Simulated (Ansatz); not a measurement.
Here is the system:

```
CELL_PARAMETERS angstrom
      0.00000     3.07875     3.07875
      3.07875     0.00000     3.07875
      3.07875     3.07875     0.00000
ATOMIC_POSITIONS crystal
  Al 0.00000 0.00000 0.00000
  Sb 0.75000 0.75000 0.75000
```

Calculation: PBEsol with spin-orbit coupling, rigid bands (plane waves, PAW; Ansatz, an electronic-structure program). How the cell was made: cell and atoms relaxed with PBEsol.

Question: What conductivity effective mass do dilute electrons have at 300 K?

Answer: 0.36 mₑ.

Question: Predict the hole conductivity mass (n e² τ/σ) at 300 K, by direction if it differs.

Answer: 0.39 mₑ.

Question: And the band gap?

Answer: 0.93 eV at this level; semilocal functionals usually fall short of the measured gap.

Rigid bands, one relaxation time for all states, no polarons.
